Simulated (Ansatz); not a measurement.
# CdS: band gap under strain

Aim: follow the gap of CdS built on the wurtzite prototype through these states: no strain; -5.0 % biaxial strain in x and y, free along z; +5.0 % equal strain in all directions. The table at the end shows which levels were run.

The runs shown are made with Ansatz 0.2.0. PAW datasets, plane waves. No spin polarisation and no zero-point or thermal motion.

## (1) Starting point

The unstrained cell was relaxed with r2SCAN; in each strained cell the atoms were relaxed again with r2SCAN. Names of k-points are those of the unstrained zone, where strain can split equivalent points. First state: no strain.

Space group P6_3mc (No. 186), hexagonal; conventional cell a = 4.165 Å, c = 6.766 Å, 25.41 Å³ an atom. Around Cd lie 4 S at 2.54–2.55 Å; around S lie 4 Cd at 2.54–2.55 Å.

Structure file:

```
CELL_PARAMETERS angstrom
4.16460 0.00000 0.00000
-2.08230 3.60665 0.00000
0.00000 0.00000 6.76601
ATOMIC_POSITIONS crystal
Cd 0.33333 0.66667 0.99904
Cd 0.66667 0.33333 0.49904
S 0.33333 0.66667 0.37596
S 0.66667 0.33333 0.87596
```

## (2) No strain: PBE

input.yaml

```yaml
crystal:
  lattice:
    - [4.1646012805, 0.0, 0.0]
    - [-2.0823006403, 3.6066505056, 0.0]
    - [0.0, 0.0, 6.7660104844]
  atoms:
    - { symbol: Cd, position: [0.3333333333, 0.6666666667, -0.0009631161] }
    - { symbol: Cd, position: [0.6666666667, 0.3333333333, 0.4990368839] }
    - { symbol: S, position: [0.3333333333, 0.6666666667, 0.3759631161] }
    - { symbol: S, position: [0.6666666667, 0.3333333333, 0.8759631161] }
kpoints:
  mp_grid: { grid: [12, 12, 4] }
  band_path:
    path:
      - [0.0, 0.0, 0.0]
      - [0.5, 0.0, 0.0]
      - [0.3333333333, 0.3333333333, 0.0]
      - [0.0, 0.0, 0.5]
      - [0.5, 0.0, 0.5]
      - [0.3333333333, 0.3333333333, 0.5]
    npoints: 1
hamiltonian:
  xc: pbe
scf:
  occupations: { method: fermi_dirac, width: 0.02 }
  n_extra_bands: 5
output:
  forces: true
  stress: true
  eigenvalues: true
```

Further steps of the session: No strain: r2SCAN; No strain: HSE06; -5.0 % biaxial strain in x and y, free along z: PBE; -5.0 % biaxial strain in x and y, free along z: r2SCAN; -5.0 % biaxial strain in x and y, free along z: HSE06; +5.0 % equal strain in all directions: PBE; +5.0 % equal strain in all directions: r2SCAN; +5.0 % equal strain in all directions: HSE06.

Before running it: what results should come out?

The runs gave:

Least gap in eV (negative: overlap), with the change from the unstrained cell in brackets:

| state | volume change (%) | PBE | r2SCAN | HSE06 |
| --- | --- | --- | --- | --- |
| no strain | +0.0 | 1.17 | 1.63 | 2.19 |
| -5.0 % biaxial strain in x and y, free along z | -5.5 | 0.98 (-0.19) | 1.42 (-0.21) | 1.99 (-0.20) |
| +5.0 % equal strain in all directions | +15.8 | 0.82 (-0.35) | 1.26 (-0.37) | 1.78 (-0.41) |

What this shows: The largest move of the HSE06 gap in the table is -0.408 eV, under +5.0 % equal strain in all directions. PBE and HSE06 differ by 1.02 eV on the unstrained gap, and by at most 0.06 eV on its change: the two disagree on the size of the gap but agree on its response to strain.
